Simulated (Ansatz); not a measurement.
# V: the cost of one run

Program: the Python package of Ansatz 0.2.0. Level of theory: DFT PBE, plane waves, PAW. These are calculated values, not measurements.

This is V in the simple cubic structure; at room conditions it is bcc.

## Step 1: Starting point

V Pm-3m: It takes space group Pm-3m (No. 221, cubic). Conventional cell: a = 2.480 Å, b = 2.480 Å, c = 2.480 Å, α = 90.00°, β = 90.00°, γ = 90.00°. V (site symmetry m-3m) has 6 V at 2.48 Å as nearest neighbours.

V Im-3m: It takes space group Im-3m (No. 229, cubic). The conventional cell has a = 3.030 Å, b = 3.030 Å, c = 3.030 Å, α = 90.00°, β = 90.00°, γ = 90.00°. Around V (site symmetry m-3m) lie 8 V at 2.62 Å.

The script holds or builds the structure itself.

## Step 2: The code

File run_transition.py:

```python
"""Pressure at which two phases of V cross."""

import csv

import ansatz as az
import numpy as np

FUNCTIONAL = "pbe"
CUTOFF = 500
K_SPACING = 0.27
SMEARING = "fermi_dirac"
SMEARING_WIDTH = 0.1


def sc(A, a):
    return (
        az.Lattice.cubic(a)
        .space_group(221)
        .atom(A, (0, 0, 0))
    )


def bcc(A, a):
    return az.Crystal.bcc(A, a=a)


def solve(name, crystal, pressure=0.0):
    calc = (
        crystal.calculation()
        .functional(FUNCTIONAL)
        .basis(CUTOFF)
        .kpoints(spacing=K_SPACING)
        .occupations(SMEARING, width=SMEARING_WIDTH)
        .spin("collinear")
    )
    calc = calc.relax(force_tolerance=0.03, max_steps=60, cell=True, pressure=pressure)
    return calc.run()


def volume_per_atom(outcome):
    return abs(np.linalg.det(outcome.lattice.cell_ang)) / len(outcome.lattice.sites)

phases = {}
phases["sc"] = sc("V", 2.48).moments(V=1.5)
phases["bcc"] = bcc("V", 3.03).moments(V=1.5)

# H = E + PV, with 1 eV per cubic angstrom equal to 160.2 GPa
pressures = [0, 10, 20, 30]
enthalpy, volume = {name: [] for name in phases}, {name: [] for name in phases}
for p in pressures:
    for name, crystal in phases.items():
        o = solve(name, crystal, pressure=p)
        volume[name].append(volume_per_atom(o))
        enthalpy[name].append(o.report["energy_sigma0_ev"] / len(o.lattice.sites) + p * volume[name][-1] / 160.21766)
gap = np.array(enthalpy["bcc"]) - np.array(enthalpy["sc"])
rows = [(p, va, vb, 1000 * d) for p, va, vb, d in zip(pressures, volume["sc"], volume["bcc"], gap)]
with open("transition.csv", "w", newline="") as handle:
    writer = csv.writer(handle)
    writer.writerow(["P (GPa)", "V sc (A^3/atom)", "V bcc (A^3/atom)", "H(bcc) - H(sc) (meV/atom)"])
    writer.writerows([round(v, 4) if isinstance(v, float) else v for v in row] for row in rows)
print(open("transition.csv").read())
crossings = [p0 - g0 * (p1 - p0) / (g1 - g0) for p0, p1, g0, g1 in zip(pressures, pressures[1:], gap, gap[1:]) if g0 * g1 < 0]
print("crossing near", [round(float(p), 1) for p in crossings], "GPa") if crossings else print("no crossing in this range")
```

## Step 3: The calls as engine input

The package turns the script's settings into the engine's input (first run):

```yaml
crystal:
  lattice:
    bravais: cubic
    a: 2.48
  space_group: 221
  atoms:
    - { symbol: V, position: [0.0, 0.0, 0.0] }
basis:
  ecutwfc: 500.0
kpoints:
  mp_grid:
    kspacing: 0.27
hamiltonian:
  xc: pbe
magnetization:
  spin_polarized: true
  per_species:
    V: 1.5
scf:
  occupations:
    method: fermi_dirac
    width: 0.1
relax:
  f_tol: 0.03
  max_steps: 60
  cell:
    p_target: 0.0
```

## Step 4: Launch

Launch:

```console
$ python run_transition.py
```

Q: Estimate wall time and peak memory on 1 thread of Intel Xeon Platinum 8375C at 2.90GHz (Ice Lake), shared host.

About 56 s, with a peak of 0.41 GiB.
